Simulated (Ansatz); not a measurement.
A plane-wave DFT run in Ansatz 0.2.0 (scalar-relativistic PAW potentials unless the input names others): input and command.

```yaml
crystal:
  lattice:
    - [3.4676844701, 0.0, 0.0]
    - [-1.733842235, 3.0031028434, 0.0]
    - [0.0, 0.0, 11.2832777138]
  atoms:
    - { symbol: Tl, position: [0.0, 0.0, 0.0] }
    - { symbol: Tl, position: [0.3333333333, 0.6666666667, 0.75] }
    - { symbol: Tl, position: [0.0, 0.0, 0.5] }
    - { symbol: Tl, position: [0.6666666667, 0.3333333333, 0.25] }
basis:
  ecutwfc: 420
  ecutrho_ratio: 9
kpoints:
  mp_grid: { grid: [12, 12, 4] }
hamiltonian:
  xc: pbe
  dispersion: d3bj
scf:
  occupations: { method: gaussian, width: 0.15 }
output:
  forces: true
  eigenvalues: true
  stress: true
```

```bash
ansatz run input.yaml --threads 1 --pin off --max-ram 2560MiB --backend cpu --events-out ev --progress --plain --runs-dir out
```

Abridged log:
```
Pseudopotentials: kind: paw
Pseudopotential: Tl, paw, valence charge 13, recommended cutoff 420 eV (normal)
Functional definition: PBE
Crystal: 4 atoms, lattice volume = 117.502 Å³
Basis set: ecut = 420 eV, 2311 PW (Γ), exchange–correlation on 72×72×240 points (8 copies of the dense FFT grid, shifted against one another)
Bands: 32, of which v1, the nominal top of the filled ones, is band 26 counted from 1 (25 counted from 0)
Symmetry: 24 space group operations
Space group: P63/mmc (ITA 194), of the structure as read, at distance tolerance 4.9e-5 Å
k-points: 57 of 576
Initial density: superposition of atomic densities (neutral atoms: chi_scale 0, normalization atom), corrected by the library's trained network
Initial wavefunctions: pseudopotential atomic-orbital guess
Functional: x = pbe(κ = 0.804, μ = 0.21951497), c = pbe(β = 0.06672455)
SCF iter   1: F=—  HF=-45777.834959 eV  |F-HF|=—  |Δ(HF+E_count)|=         —  Δρ=7.99e-4  dr2=1.39e-3  ethr=1.77e-3  ⟨swp⟩=6.1  Hψ=7855  notcnv=0
SCF iter   2: F=—  HF=-45777.832452 eV  |F-HF|=—  |Δ(HF+E_count)|=   2.51e-3  Δρ=5.33e-4  dr2=7.06e-4  ethr=2.66e-6  ⟨swp⟩=2.0  Hψ=3066  notcnv=0
SCF iter   3: F=—  HF=-45777.832402 eV  |F-HF|=—  |Δ(HF+E_count)|=   4.97e-5  Δρ=1.27e-4  dr2=6.78e-5  ethr=1.36e-6  ⟨swp⟩=1.9  Hψ=1890  notcnv=0
SCF iter   4: F=—  HF=-45777.832389 eV  |F-HF|=—  |Δ(HF+E_count)|=   1.26e-5  Δρ=5.32e-5  dr2=3.69e-6  ethr=1.30e-7  ⟨swp⟩=2.0  Hψ=1988  notcnv=0
SCF iter   5: F=—  HF=-45777.832390 eV  |F-HF|=—  |Δ(HF+E_count)|=   4.00e-7  Δρ=8.79e-6  dr2=1.49e-7  ethr=7.10e-9  ⟨swp⟩=2.3  Hψ=2422  notcnv=0
SCF iter   6: F=-45777.832390 eV  HF=-45777.832390 eV  |F-HF|=1.24e-9  |Δ(HF+E_count)|=   3.92e-9  Δρ=3.31e-6  dr2=1.72e-8  ethr=1.92e-10  ⟨swp⟩=6.3  Hψ=6597  notcnv=0
SCF 1 converged in 6 iterations: F = -45777.832390 eV  dr2 = 1.72e-8
SCF converged after 6 iterations
Free energy (F): -45777.832390 eV
Harris-Foulkes:  -45777.832390 eV  (|F-HF|=1.24e-9)
Internal energy: -45777.804916 eV  (E = F + TS)
E sigma→0 (E₀):  -45777.818653 eV
Entropy (-TS):   -0.027473 eV (-6.868 meV/atom)
Fermi energy:    10.028782 eV
  E_disp       = -1.333851  (pairwise vdW)
--- Forces (eV/Å), atoms counted from 1 ---
  atom   1  Tl     0.00000000     0.00000000     0.00000000
  atom   2  Tl     0.00000000     0.00000000     0.00000000
  atom   3  Tl     0.00000000     0.00000000     0.00000000
  atom   4  Tl     0.00000000     0.00000000     0.00000000
--- Stress (GPa, compression-positive) ---
        0.030371       0.000000       0.000000
        0.000000       0.030371       0.000000
        0.000000       0.000000      -0.060970
  P = ⅓ Tr σ = -0.0001 GPa (-0.001 kbar)
```

Apart from outputs, empty bands and the relaxation, which only the reference makes, the input differs from a reference run on usual settings in basis.ecutrho_ratio: not typed → 9; scf.occupations.width: 0.1 → 0.15. The reference, at the same geometry, ended its own course with pressure -0.03 GPa, largest force 0.000 eV/Å, no gap on the mesh. This run converged in 6 SCF iterations with an energy at zero smearing 0.04 meV/atom above the reference's, pressure 0.00 GPa, largest force 0.000 eV/Å, no gap on the mesh.

It took 9 s on 1 thread of Arm Neoverse V1 (shared host), peak memory 0.54 GiB.